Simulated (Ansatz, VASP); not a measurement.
## Au: VASP beside Ansatz

File INCAR:

```
SYSTEM = Au
PREC     = Accurate       ! precision mode
ENCUT    = 520            ! plane-wave cutoff, eV
EDIFF    = 1E-7           ! SCF threshold, eV
ISMEAR   = -1             ! smearing method
SIGMA    = 0.05           ! smearing width, eV
LREAL    = .False.        ! projectors in reciprocal space
LASPH    = .True.         ! aspherical terms in the spheres
NELM     = 80             ! most SCF steps
ALGO     = Normal         ! electronic algorithm
ISIF     = 2              ! what is computed and relaxed
LWAVE    = .False.        ! write WAVECAR
LCHARG   = .False.        ! write CHGCAR
GGA      = PE             ! functional
NBANDS   = 18             ! bands
```

The input KPOINTS:

```
regular mesh
0
Gamma
  11 11 6
  0 0 0
```

The input POSCAR:

```
Au
1.0
    2.9000000000      0.0000000000      0.0000000000
   -1.4500000000      2.5114736710      0.0000000000
    0.0000000000      0.0000000000      4.8800000000
Au
2
Direct
    0.6666666667      0.3333333333      0.2500000000
    0.3333333333      0.6666666667      0.7500000000
```

The input input.yaml:

```yaml
crystal:
  lattice:
    - [2.9, 0.0, 0.0]
    - [-1.45, 2.511473671, 0.0]
    - [0.0, 0.0, 4.88]
  atoms:
    - { symbol: Au, position: [0.6666666667, 0.3333333333, 0.25] }
    - { symbol: Au, position: [0.3333333333, 0.6666666667, 0.75] }
hamiltonian:
  xc: pbe
  pseudopotentials: { kind: paw }
kpoints:
  mp_grid: { grid: [11, 11, 6] }
scf:
  occupations: { method: fermi_dirac, width: 0.05 }
output:
  forces: true
  stress: true
  eigenvalues: true
  write_density: true
  write_potential: true
  elf: true
  volumetric_format: npy
```

This isn't the form of Au at room conditions, which is fcc.

Alike in both runs: task single point; functional PBE; k mesh 11 × 11 × 6; occupations fermi-dirac, width 0.05 eV; no spin polarisation.

|  | VASP | Ansatz |
| --- | --- | --- |
| version | VASP 6.6.1 | Ansatz 0.2.0 |
| potentials or method | VASP PAW PBE potentials, release 64 (Au) | Ansatz PAW |
| plane-wave cutoff (eV) | 520 | 420 |
| valence electrons in the cell | 22 | 38 |

Ansatz gave:

* gap on the k mesh at the Fermi level (eV): none
* pressure (GPa): 1.9
* largest component of the traceless stress (GPa): 0.55

Question: Which values does VASP return?

Answer: gap on the k mesh at the Fermi level (eV): none; pressure (GPa): 1.6; largest component of the traceless stress (GPa): 0.54.

A gap of «none» marks a metal or a gap that the smearing closes. The two sets of potentials don't hold the same shells in valence.

Spin-orbit coupling is left out, which matters for the levels of Au.
